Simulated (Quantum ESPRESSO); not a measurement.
## Rh: phonons and electron-phonon coupling with PBEsol

Rh:

```
CELL_PARAMETERS angstrom
0.00000 1.89785 1.89785
1.89785 0.00000 1.89785
1.89785 1.89785 0.00000
ATOMIC_POSITIONS crystal
Rh 0.00000 0.00000 0.00000
```

```
Program             : Quantum ESPRESSO 7.5
Task                : phonons and electron-phonon coupling
Functional          : PBEsol
Potentials or basis : GBRV 1.5 PBEsol
Cutoff              : 612 eV
Density cutoff      : 4898 eV
k mesh              : 12 × 12 × 12
Occupations         : methfessel-paxton, width 0.272 eV
Spin                : no spin polarisation
Mixing beta         : 0.5
Most SCF iterations : 120
SCF threshold       : 2e-10 Ry
q mesh              : 4 × 4 × 4
```

| Quantity | Value |
| --- | --- |
| Relaxed volume | 13.52 Å³/atom |
| Relaxed cell | a = 2.674 Å, b = 2.674 Å, c = 2.674 Å, α = 60.00°, β = 60.00°, γ = 60.00° |
| Space group after relaxing (to 0.05 Å) | Fm-3m (No. 225) |
| Pressure after relaxing | 0.0 GPa |
| Band gap on the k mesh | none (metal or under the smearing width) |
| Highest phonon frequency | 254 cm⁻¹ |
| Zero-point energy | 0.034 eV/atom |

Step by step:
```
step  energy change (eV)  largest force (eV/Å)  pressure (GPa)  volume (Å³)
   1              0.0000                0.0000           -3.24        13.67
   2             -0.0012                0.0000            1.64        13.45
   3             -0.0015                0.0000           -0.03        13.52
   4             -0.0015                0.0000            0.02        13.52
```

Final structure:
```
Rh
1.0
     0.00000    1.89079    1.89079
     1.89079    0.00000    1.89079
     1.89079    1.89079    0.00000
Rh
1
Direct
  0.00000 0.00000 0.00000
```

Levels at points of the mesh, in eV from the Fermi level:
```csv
k point,band 3,band 4,band 5,band 6,band 7,band 8,band 9,band 10,band 11,band 12
"(0.00, 0.00, 0.00)",-46.38,-8.20,-3.19,-3.19,-3.19,-1.02,-1.02,16.52,22.08,22.08
"(0.00, 0.00, -0.50)",-46.49,-6.32,-3.27,-3.27,0.58,0.58,0.63,8.74,15.93,21.86
"(0.00, -0.50, -0.50)",-46.66,-6.52,-6.15,0.56,1.01,1.01,3.21,12.41,13.52,13.52
```

Phonon frequencies in cm⁻¹ (negative: imaginary):
```tsv
q point	frequencies
(0.000, 0.000, 0.000)	0 0 0
(0.318, 0.000, 0.318)	166 166 238
(0.500, 0.150, 0.650)	193 200 232
(0.346, 0.346, 0.692)	175 216 218
(0.144, 0.144, 0.288)	94 116 195
(0.091, 0.091, 0.091)	41 41 91
(0.409, 0.409, 0.409)	141 141 250
(0.589, 0.321, 0.589)	171 200 231
(0.500, 0.275, 0.725)	192 213 216
(0.500, 0.450, 0.550)	150 156 251
(0.431, 0.431, 0.639)	163 185 238
(0.562, 0.125, 0.562)	190 198 242
```

Phonon frequencies at the corners of the path (cm⁻¹, interpolated; i marks imaginary ones):
```
point  frequencies
    Γ        0 0 0
    X  193 193 248
    W  194 214 214
    K  181 211 226
    L  147 147 254
    U  181 211 226
```

Phonon states per cell in windows of 20 cm⁻¹ (negative: imaginary):
| from (cm⁻¹) | total |
| --- | --- |
| 0 | 0.00 |
| 20 | 0.00 |
| 40 | 0.02 |
| 60 | 0.03 |
| 80 | 0.06 |
| 100 | 0.11 |
| 120 | 0.20 |
| 140 | 0.43 |
| 160 | 0.55 |
| 180 | 0.53 |
| 200 | 0.22 |
| 220 | 0.61 |
| 240 | 0.24 |

Harmonic thermodynamics per atom at this volume (zero-point energy 34.1 meV, Debye temperature from the second moment 350 K):
| T (K) | free energy (meV) | entropy (k_B) | heat capacity Cv (k_B) |
| --- | --- | --- | --- |
| 50 | 33.9 | 0.18 | 0.54 |
| 100 | 31.6 | 0.95 | 1.74 |
| 200 | 16.4 | 2.49 | 2.59 |
| 298.15 | -9.5 | 3.57 | 2.80 |
| 500 | -85.5 | 5.06 | 2.93 |
| 800 | -235.6 | 6.45 | 2.97 |

Electron-phonon coupling by broadening of the double delta (levels on a 36 × 36 × 36 mesh):
| broadening (eV) | λ | N(E_F) (states/eV a spin and cell) | ω_log (K) | Tc, μ* 0.10 (K) | Tc, μ* 0.13 (K) |
| --- | --- | --- | --- | --- | --- |
| 0.07 | 0.48 | 0.558 | 251 | 2.5 | 1.4 |
| 0.14 | 0.41 | 0.614 | 248 | 1.2 | 0.6 |
| 0.20 | 0.41 | 0.631 | 248 | 1.1 | 0.5 |
| 0.27 | 0.40 | 0.645 | 248 | 1.1 | 0.5 |
| 0.34 | 0.40 | 0.658 | 248 | 1.0 | 0.4 |
| 0.41 | 0.39 | 0.668 | 249 | 0.9 | 0.4 |
| 0.48 | 0.39 | 0.674 | 249 | 0.9 | 0.4 |
| 0.54 | 0.38 | 0.676 | 250 | 0.8 | 0.3 |
| 0.61 | 0.38 | 0.676 | 250 | 0.8 | 0.3 |
| 0.68 | 0.38 | 0.674 | 251 | 0.7 | 0.3 |

The same from a weighted sum over the computed q points, without interpolation:
```tsv
broadening (eV)	λ	ω_log (K)	Tc, μ* 0.10 (K)	Tc, μ* 0.13 (K)
0.07	0.47	252	2.4	1.3
0.14	0.40	252	1.1	0.5
0.20	0.40	252	1.0	0.5
0.27	0.40	253	1.0	0.4
0.34	0.39	253	0.9	0.4
0.41	0.39	253	0.9	0.4
0.48	0.38	254	0.8	0.3
0.54	0.38	254	0.8	0.3
0.61	0.38	254	0.7	0.3
0.68	0.37	254	0.7	0.3
```

Eliashberg function at a broadening of 0.27 eV:
```tsv
cm⁻¹	α²F
6	0.000
19	0.000
32	0.000
45	0.002
58	0.004
71	0.009
84	0.015
97	0.027
110	0.043
123	0.072
136	0.122
149	0.248
162	0.312
175	0.373
187	0.459
200	0.268
213	0.034
226	0.308
239	0.593
252	0.018
```

Coupling and linewidth of each mode at the computed q points (broadening 0.27 eV):
```tsv
q	cm⁻¹	λ of the modes	linewidths (GHz)
(0.00, 0.00, 0.25)	103 103 207	0.16 0.16 0.07	13 13 23
(0.00, 0.00, -0.50)	147 147 254	0.13 0.12 0.07	20 20 35
(0.00, 0.25, 0.25)	141 141 215	0.11 0.11 0.04	16 16 15
(0.00, 0.25, -0.50)	171 187 238	0.13 0.19 0.10	28 51 43
(0.00, 0.25, -0.25)	146 177 236	0.15 0.18 0.09	24 41 38
(0.00, -0.50, -0.50)	193 193 248	0.17 0.16 0.14	47 46 65
(0.25, -0.50, -0.25)	194 214 214	0.17 0.14 0.14	48 49 49
```

Run time: 18 min on 4 MPI ranks on Arm Neoverse V1, with other jobs on the host, peak memory 0.36 GiB a rank.

Caveat: λ from interpolated matrix elements is rough: modes that symmetry makes equal can differ by tens of percent.
